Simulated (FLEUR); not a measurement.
# Hf (Fm-3m) in FLEUR: notebook

The runs below take Hf through band structure, equation of state, with LDA.

All numbers are computed with FLEUR MaX-R8.1 (later development tree); they aren't measurements. Logs are shortened: lines on timing, memory, paths and dates and some standing lists are left out, and cuts for length are marked.

**1. The structure**

It takes space group Fm-3m (No. 225, cubic). The conventional cell has a = 4.440 Å, b = 4.440 Å, c = 4.440 Å, α = 90.00°, β = 90.00°, γ = 90.00°. Hf (site symmetry m-3m) is surrounded by 12 Hf at 3.14 Å.

This isn't the form of Hf at room conditions, which is hcp.

**2. Band structure, LDA**

inp.xml reads:

```xml
<?xml version="1.0" encoding="UTF-8" standalone="no"?>
<fleurInput fleurInputVersion="0.39">
   <comment>
      Hf                                                                                                  
   </comment>
   <calculationSetup>
      <cutoffs Kmax="4.1" Gmax="12.7" GmaxXC="12.7" numbands="0"/>
      <scfLoop itmax="60" minDistance="0.00001" maxIterBroyd="15" imix="Anderson" alpha="0.05" precondParam="0.0" spinf="2.0" sdNocoIR="T"/>
      <coreElectrons ctail="T" frcor="F" kcrel="0" coretail_lmax="0"/>
      <xcFunctional name="vwn" relativisticCorrections="F"/>
      <magnetism jspins="1"/>
      <soc l_soc="F" theta="0.0" phi="0.0" spav="F"/>
      <expertModes spex="0" secvar="F"/>
      <geometryOptimization l_f="F" forcealpha="1.0" forcemix="BFGS" epsdisp="0.00001" epsforce="0.00001"/>
      <ldaU l_linMix="F" mixParam="0.05" spinf="1.0"/>
   </calculationSetup>
   <cell>
      <bzIntegration valenceElectrons="26.0" mode="hist" fermiSmearingEnergy="0.00183747">
         <kPointListSelection listName="default-1"/>
         <!-- k-points included here -->
         <xi:include xmlns:xi="http://www.w3.org/2001/XInclude" href="kpts.xml"> </xi:include>
      </bzIntegration>
      <!-- symmetry operations included here -->
      <xi:include xmlns:xi="http://www.w3.org/2001/XInclude" href="sym.xml"> </xi:include>
      <bulkLattice scale="1.0">
         <bravaisMatrix>
            <row-1>    0.0000000000000000     4.1951919966120004     4.1951919966120004</row-1>
            <row-2>    4.1951919966120004     0.0000000000000000     4.1951919966120004</row-2>
            <row-3>    4.1951919966120004     4.1951919966120004     0.0000000000000000</row-3>
         </bravaisMatrix>
      </bulkLattice>
   </cell>
   <atomSpecies>
      <species name="Hafnium (Hf)" element="Hf" atomicNumber="72">
         <mtSphere radius="2.66" gridPoints="879" logIncrement="0.015"/>
         <atomicCutoffs lmax="10" lnonsphr="10"/>
         <electronConfig flipSpins="F">
            <coreConfig>(1s1/2) (2s1/2) (2p1/2) (2p3/2) (3s1/2) (3p1/2) (3p3/2) (4s1/2) (3d3/2) (3d5/2) (4p1/2) (4p3/2) (4d3/2) (4d5/2)</coreConfig>
            <valenceConfig>(5s1/2) (5p1/2) (5p3/2) (6s1/2) (4f5/2) (4f7/2) (5d3/2) (5d5/2)</valenceConfig>
            <stateOccupation state="(5d3/2)" spinUp="0.400000" spinDown="0.400000"/>
            <stateOccupation state="(5d5/2)" spinUp="0.600000" spinDown="0.600000"/>
         </electronConfig>
         <energyParameters s="6" p="6" d="5" f="4"/>
         <lo type="SCLO" l="0" n="5" eDeriv="0"/>
         <lo type="SCLO" l="1" n="5" eDeriv="0"/>
         <lo type="SCLO" l="2" n="5" eDeriv="2"/>
         <lo type="SCLO" l="3" n="4" eDeriv="2"/>
      </species>
   </atomSpecies>
   <atomGroups>
      <atomGroup species="Hafnium (Hf)">
         <relPos label="                   1">.0000000000 .0000000000 .0000000000</relPos>
         <force calculate="T" relaxXYZ="TTT"/>
      </atomGroup>
   </atomGroups>
   <output dos="F" band="F" slice="F">
      <checks vchk="F" cdinf="F"/>
      <bandDOS minEnergy="-.5*Htr" maxEnergy="0.5*Htr" sigma="0.015" storeEVData="T"/>
      <vacuumDOS vacdos="F" integ="F" star="F" nstars="0" locx1="0.0" locy1="0.0" locx2="0.0" locy2="0.0" nstm="0" tworkf="0.0"/>
      <unfoldingBand unfoldBand="F" supercellX="1" supercellY="1" supercellZ="1"/>
      <plotting iplot="0" polar="F">
         <plot TwoD="T" vec1="  1.0  0.0  0.0" vec2="  0.0  1.0  0.0" vec3="  0.0  0.0  1.0" zero="  0.0  0.0  0.0" file="plot"/>
      </plotting>
      <chargeDensitySlicing numkpt="0" minEigenval="0.0" maxEigenval="0.0" nnne="0" pallst="F"/>
      <specialOutput eonly="F"/>
      <moessbauerParams electricFieldGradient="T" isomerShift="T" coreHyperfine="T" valenceHyperfine="T"/>
      <magneticCircularDichroism mcd="F" energyLo="-10.0" energyUp="0.0"/>
   </output>
  <!-- We include the file relax.xml here to enable relaxations (see documentation) -->
  <xi:include xmlns:xi="http://www.w3.org/2001/XInclude" href="relax.xml"> <xi:fallback/> </xi:include>
</fleurInput>
```

crystal.txt reads:

```
Hf
&input cartesian=F /
0.0000000000  2.2200000000  2.2200000000
2.2200000000  0.0000000000  2.2200000000
2.2200000000  2.2200000000  0.0000000000
1.8897261246
1.0 1.0 1.0

1
72 0.0000000000  0.0000000000  0.0000000000

&kpt div1=10 div2=10 div3=10 gamma=T /
```

inp.xml (bands) reads:

```
<?xml version="1.0" encoding="UTF-8" standalone="no"?>
<fleurInput fleurInputVersion="0.39">
   <comment>
      Hf                                                                                                  
   </comment>
   <calculationSetup>
      <cutoffs Kmax="4.1" Gmax="12.7" GmaxXC="12.7" numbands="0"/>
      <scfLoop itmax="60" minDistance="0.00001" maxIterBroyd="15" imix="Anderson" alpha="0.05" precondParam="0.0" spinf="2.0" sdNocoIR="T"/>
      <coreElectrons ctail="T" frcor="F" kcrel="0" coretail_lmax="0"/>
      <xcFunctional name="vwn" relativisticCorrections="F"/>
      <magnetism jspins="1"/>
      <soc l_soc="F" theta="0.0" phi="0.0" spav="F"/>
      <expertModes spex="0" secvar="F"/>
      <geometryOptimization l_f="F" forcealpha="1.0" forcemix="BFGS" epsdisp="0.00001" epsforce="0.00001"/>
      <ldaU l_linMix="F" mixParam="0.05" spinf="1.0"/>
   </calculationSetup>
   <cell>
      <bzIntegration valenceElectrons="26.0" mode="hist" fermiSmearingEnergy="0.00183747">
         <kPointListSelection listName="path-1"/>
         <!-- k-points included here -->
         <xi:include xmlns:xi="http://www.w3.org/2001/XInclude" href="kpts.xml"> </xi:include>
      </bzIntegration>
      <!-- symmetry operations included here -->
      <xi:include xmlns:xi="http://www.w3.org/2001/XInclude" href="sym.xml"> </xi:include>
      <bulkLattice scale="1.0">
         <bravaisMatrix>
            <row-1>    0.0000000000000000     4.1951919966120004     4.1951919966120004</row-1>
            <row-2>    4.1951919966120004     0.0000000000000000     4.1951919966120004</row-2>
            <row-3>    4.1951919966120004     4.1951919966120004     0.0000000000000000</row-3>
         </bravaisMatrix>
      </bulkLattice>
   </cell>
   <atomSpecies>
      <species name="Hafnium (Hf)" element="Hf" atomicNumber="72">
         <mtSphere radius="2.66" gridPoints="879" logIncrement="0.015"/>
         <atomicCutoffs lmax="10" lnonsphr="10"/>
         <electronConfig flipSpins="F">
            <coreConfig>(1s1/2) (2s1/2) (2p1/2) (2p3/2) (3s1/2) (3p1/2) (3p3/2) (4s1/2) (3d3/2) (3d5/2) (4p1/2) (4p3/2) (4d3/2) (4d5/2)</coreConfig>
            <valenceConfig>(5s1/2) (5p1/2) (5p3/2) (6s1/2) (4f5/2) (4f7/2) (5d3/2) (5d5/2)</valenceConfig>
            <stateOccupation state="(5d3/2)" spinUp="0.400000" spinDown="0.400000"/>
            <stateOccupation state="(5d5/2)" spinUp="0.600000" spinDown="0.600000"/>
         </electronConfig>
         <energyParameters s="6" p="6" d="5" f="4"/>
         <lo type="SCLO" l="0" n="5" eDeriv="0"/>
         <lo type="SCLO" l="1" n="5" eDeriv="0"/>
         <lo type="SCLO" l="2" n="5" eDeriv="2"/>
         <lo type="SCLO" l="3" n="4" eDeriv="2"/>
      </species>
   </atomSpecies>
   <atomGroups>
      <atomGroup species="Hafnium (Hf)">
         <relPos label="                   1">.0000000000 .0000000000 .0000000000</relPos>
         <force calculate="T" relaxXYZ="TTT"/>
      </atomGroup>
   </atomGroups>
   <output dos="F" band="T" slice="F">
      <checks vchk="F" cdinf="F"/>
      <bandDOS minEnergy="-.5*Htr" maxEnergy="0.5*Htr" sigma="0.015" storeEVData="T"/>
      <vacuumDOS vacdos="F" integ="F" star="F" nstars="0" locx1="0.0" locy1="0.0" locx2="0.0" locy2="0.0" nstm="0" tworkf="0.0"/>
      <unfoldingBand unfoldBand="F" supercellX="1" supercellY="1" supercellZ="1"/>
      <plotting iplot="0" polar="F">
         <plot TwoD="T" vec1="  1.0  0.0  0.0" vec2="  0.0  1.0  0.0" vec3="  0.0  0.0  1.0" zero="  0.0  0.0  0.0" file="plot"/>
      </plotting>
      <chargeDensitySlicing numkpt="0" minEigenval="0.0" maxEigenval="0.0" nnne="0" pallst="F"/>
      <specialOutput eonly="F"/>
      <moessbauerParams electricFieldGradient="T" isomerShift="T" coreHyperfine="T" valenceHyperfine="T"/>
      <magneticCircularDichroism mcd="F" energyLo="-10.0" energyUp="0.0"/>
   </output>
  <!-- We include the file relax.xml here to enable relaxations (see documentation) -->
  <xi:include xmlns:xi="http://www.w3.org/2001/XInclude" href="relax.xml"> <xi:fallback/> </xi:include>
</fleurInput>
```

Potentials or basis: all-electron, FLAPW.

Started as:

```bash
$ inpgen -f crystal.txt -profile fastHighL
$ # inp.xml edited to the form shown
$ fleur_MPI
$ fleur_MPI   # second run, on inp.xml (bands)
```

Output:

```text
Welcome to FLEUR        (www.flapw.de)
      MaX-Release 8.1          (www.max-centre.eu)

 ========== k-point set info ==========
 Selected k-point list: default-1
 k-point list type: mesh
 10 x 10 x 10
 Number of k points: 47

 ------------Calculation Setup---------------------------
 Number of MPI-tasks      :            1
 Number of PE/node        :            1
 Number of OMP-threads    :            1
 Most efficient MPI parallelization for:
           1          47
 Additional eigenvalue parallelization possible
 Number of basis functions:          208
 Approximate size of matrices (H+S) per k-point:         0.001 GB
 --------------------------------------------------------
 Iteration:     1   Distance:       8.96082925 me/bohr^3
 Iteration:     2   Distance:       8.01316190 me/bohr^3
 Iteration:     3   Distance:       4.45455956 me/bohr^3
 Iteration:     4   Distance:       0.98538316 me/bohr^3
 Iteration:     5   Distance:       0.85508427 me/bohr^3
 Iteration:     6   Distance:       0.28075970 me/bohr^3
 Iteration:     7   Distance:       0.24802979 me/bohr^3
 Iteration:     8   Distance:       0.02878834 me/bohr^3
 Iteration:     9   Distance:       0.00162627 me/bohr^3
 Iteration:    10   Distance:       0.00265132 me/bohr^3
 Iteration:    11   Distance:       0.00009449 me/bohr^3
 Iteration:    12   Distance:       0.00010372 me/bohr^3
 Iteration:    13   Distance:       0.00000101 me/bohr^3

 ********************************************************************
 Run finished successfully
 Stop message:
   all done
 ********************************************************************
```

output (bands):

```text
Welcome to FLEUR        (www.flapw.de)
      MaX-Release 8.1          (www.max-centre.eu)

 ========== k-point set info ==========
 Selected k-point list: path-1
 k-point list type: path
 Number of k points: 60

 ------------Calculation Setup---------------------------
 Number of MPI-tasks      :            1
 Number of PE/node        :            1
 Number of OMP-threads    :            1
 Most efficient MPI parallelization for:
           1           2           3           4           5           6          10          12          15          20          30          60
 Additional eigenvalue parallelization possible
 Number of basis functions:          210
 Approximate size of matrices (H+S) per k-point:         0.001 GB
 --------------------------------------------------------
 Fermi energy correction for metals:
 Fermi energy in bands.* files may not be consistent with last density.
 Please correct it manually (e.g. in band.gnu file).

 Note: Band structure data (together with different weights) is also stored in the banddos.hdf file.
       A convenient way of extracting and plotting the data from that file is by making use of the

 ********************************************************************
 Run finished successfully
 Stop message:
   Charge density postprocessing done.
 ********************************************************************
```

out.xml (last iteration):

```text
<iteration numberForCurrentRun="   13" overallNumber="   13">
         <energyParameters units="Htr">
            <atomicEP atomType="1" spin="1" branch="6s" branchLowest="-1.84" branchHighest="1.84" value="0.2750002667"/>
            <atomicEP atomType="1" spin="1" branch="6p" branchLowest="-0.64" branchHighest="2.67" value="0.4122772278"/>
            <atomicEP atomType="1" spin="1" branch="5d" branchLowest="-6.97" branchHighest="0.89" value="0.4216407449"/>
            <atomicEP atomType="1" spin="1" branch="4f" branchLowest="-9.99" branchHighest="-0.02" value="0.0054663378"/>
            <loAtomicEP atomType="1" spin="1" branch="5s" branchLowest="-18.15" branchHighest="-1.84" value="-1.8579425024"/>
            <loAtomicEP atomType="1" spin="1" branch="5p" branchLowest="-13.27" branchHighest="-0.64" value="-0.7252230795"/>
            <loAtomicEP atomType="1" spin="1" branch="5d" branchLowest="-6.97" branchHighest="0.89" value="0.4183125018"/>
            <loAtomicEP atomType="1" spin="1" branch="4f" branchLowest="-9.99" branchHighest="-0.02" value="-0.0159501769"/>
         </energyParameters>
         <eigenvalues>
            <eigenvaluesAt spin="1" ikpt="1" k_x="0.00000000" k_y="0.00000000" k_z="0.00000000">
                      -1.8604591019       -0.6925186678       -0.6925186678       -0.6925186678       -0.0235741667
                      -0.0227942774       -0.0227942774       -0.0227942774       -0.0199039486       -0.0199039486
                      -0.0199039486        0.1394620409        0.4549311517        0.4549311517        0.4549311517
                       0.5586980654        0.5586980654        0.8296372344        0.9863236951        0.9863236951
                       0.9863236951
            </eigenvaluesAt>
            <eigenvaluesAt spin="1" ikpt="2" k_x="0.00000000" k_y="0.00000000" k_z="0.10000000">
                      -1.8602173024       -0.6958262461       -0.6929374544       -0.6929374544       -0.0233873574
                      -0.0228319451       -0.0226442314       -0.0226442314       -0.0201732961       -0.0201732961
                      -0.0198933488        0.1525340948        0.4428868238        0.4609943695        0.4609943695
                       0.5526497840        0.5526497840        0.8566607157        0.9356556594        1.0119866738
                       1.0119866738
            </eigenvaluesAt>
            <eigenvaluesAt spin="1" ikpt="3" k_x="0.00000000" k_y="0.00000000" k_z="0.20000000">
                      -1.8595827406       -0.7042654647       -0.6940286067       -0.6940286067       -0.0232475637
                      -0.0225563645       -0.0222778259       -0.0222778259       -0.0208226296       -0.0208226296
                      -0.0198655349        0.1878135334        0.4192414091        0.4696781995        0.4696781995
[... 39 lines left out ...]
            <totalCharge value="71.9999999996"/>
         </allElectronCharges>
         <moessbauerParams unitsHFF="kG" unitsIS="e/bohr^3" unitsEFG="Htr/bohr^2">
            <coreIsomerShift atomType="1" isTotal="1277252.54609">
               <shell n="1" l="0" isomerShift="1073172.10935"/>
               <shell n="2" l="0" isomerShift="150918.77813"/>
               <shell n="2" l="1" isomerShift="8602.23690"/>
               <shell n="3" l="0" isomerShift="33635.80910"/>
               <shell n="3" l="1" isomerShift="2139.57115"/>
               <shell n="4" l="0" isomerShift="8271.00026"/>
               <shell n="3" l="2" isomerShift="0.00081"/>
               <shell n="4" l="1" isomerShift="513.04020"/>
               <shell n="4" l="2" isomerShift="0.00020"/>
            </coreIsomerShift>
            <isomerShift atomType="1" nucleusRadius="0.0001330" averageDensity="1278714.48980"/>
            <electricFieldGradient atomType="1" VXX="0.00000" VYY="0.00000" VZZ="0.00000" asymParam="0.00000">
            </electricFieldGradient>
         </moessbauerParams>
         <totalEnergy                                    value="   -15088.8461428280" units="Htr">
            <sumOfEigenvalues                            value="    -9220.5316624922">
               <coreElectrons value="-9213.5985372239"/>
               <valenceElectrons value="-6.9331252683"/>
            </sumOfEigenvalues>
            <densityCoulombPotentialIntegral value="-25697.0715029831"/>
            <densityEffectivePotentialIntegral value="-26096.3919229481"/>
            <chargeDenXCDenIntegral value="-300.8603002233"/>
            <FockExchangeEnergyValence value="0.0000000000"/>
            <FockExchangeEnergyCore value="0.0000000000"/>
            <atomTypeDependentContributions atomType="1">
               <electronNucleiInteractionDifferentMTs value="18777.2966125204"/>
               <MadelungTerm value="-38.0137390487"/>
            </atomTypeDependentContributions>
            <tkbTimesEntropy value="0.0003972125"/>
            <freeEnergy value="-15088.8465400404"/>
            <extrapolationTo0K value="-15088.8463414342"/>
         </totalEnergy>
         <densityConvergence units="me/bohr^3">
            <chargeDensity spin="1" distance="0.0000010143"/>
         </densityConvergence>
      </iteration>
```

Run time: 15 s. Hardware: 1 thread of Arm Neoverse V1, shared host; peak memory 0.05 GiB.

What came out:

| Property | Result |
| --- | --- |
| Free energy | -410588.4312 eV |
| Band gap along the path | none (metal or under the smearing width) |
| Valence electrons inside the program's atomic spheres | Hf 24.14 (radii Hf 2.66 bohr) |

Levels at the corners of the path, in eV from the Fermi level:
| point | band 9 | band 10 | band 11 | band 12 | band 13 | band 14 | band 15 | band 16 | band 17 | band 18 |
| --- | --- | --- | --- | --- | --- | --- | --- | --- | --- | --- |
| Γ | -11.60 | -11.60 | -11.60 | -7.26 | 1.32 | 1.32 | 1.32 | 4.14 | 4.14 | 11.52 |
| X | -11.64 | -11.64 | -11.62 | -3.37 | -2.25 | 2.74 | 6.34 | 7.00 | 7.00 | 10.11 |
| W | -11.65 | -11.64 | -11.62 | -1.85 | -0.40 | -0.40 | 2.46 | 7.02 | 9.14 | 9.73 |
| K | -11.65 | -11.63 | -11.62 | -2.32 | -1.48 | 0.91 | 3.98 | 5.98 | 6.75 | 9.98 |
| Γ | -11.60 | -11.60 | -11.60 | -7.26 | 1.32 | 1.32 | 1.32 | 4.14 | 4.14 | 11.52 |
| L | -11.63 | -11.63 | -11.60 | -3.72 | 0.77 | 1.08 | 1.08 | 6.34 | 6.34 | 9.53 |
| U | -11.65 | -11.63 | -11.62 | -2.32 | -1.48 | 0.91 | 3.98 | 5.98 | 6.75 | 9.98 |
| W | -11.65 | -11.64 | -11.62 | -1.85 | -0.40 | -0.40 | 2.46 | 7.02 | 9.14 | 9.73 |
| L | -11.63 | -11.63 | -11.60 | -3.72 | 0.77 | 1.08 | 1.08 | 6.34 | 6.34 | 9.53 |
| K | -11.65 | -11.63 | -11.62 | -2.32 | -1.48 | 0.91 | 3.98 | 5.98 | 6.75 | 9.98 |
| U | -11.65 | -11.63 | -11.62 | -2.32 | -1.48 | 0.91 | 3.98 | 5.98 | 6.75 | 9.98 |
| X | -11.64 | -11.64 | -11.62 | -3.37 | -2.25 | 2.74 | 6.34 | 7.00 | 7.00 | 10.11 |

Core levels (eV from the Fermi level):
| atom | levels |
| --- | --- |
| 1 Hf | 1s1/2 -65140.4, 2s1/2 -11130.1, 2p1/2 -10632.8, 2p3/2 -9442.2, 3s1/2 -2531.3, 3p1/2 -2310.5, 3p3/2 -2055.4, 4s1/2 -505.1, 3d3/2 -1680.6, 3d5/2 -1624.9, 4p1/2 -414.6, 4p3/2 -356.0, 4d3/2 -207.2, 4d5/2 -196.4 |

Caveat: spin-orbit coupling is left out, which moves the levels of the heavy elements.

**3. Equation of state, LDA, 20.57 Å³/atom (volume scaled by 0.94)**

Changes to inp.xml since step 2:

```diff
@@ -24,3 +24,3 @@
       <xi:include xmlns:xi="http://www.w3.org/2001/XInclude" href="sym.xml"> </xi:include>
-      <bulkLattice scale="1.0">
+      <bulkLattice scale="0.9795861087">
          <bravaisMatrix>
```

Potentials or basis: all-electron, FLAPW.

Started as:

```bash
$ inpgen -f crystal.txt -profile fastHighL
$ # inp.xml edited to the form shown
$ fleur_MPI
```

Wall time 13 s (1 thread of Arm Neoverse V1, shared host); peak memory 0.08 GiB.

The run converged. Its results:

| Quantity | Value |
| --- | --- |
| Free energy | -410588.4518 eV |
| Band gap on the k mesh | none (metal or under the smearing width) |
| Valence electrons inside the program's atomic spheres | Hf 24.26 (radii Hf 2.66 bohr) |

(Continued in part 2 of 2.)
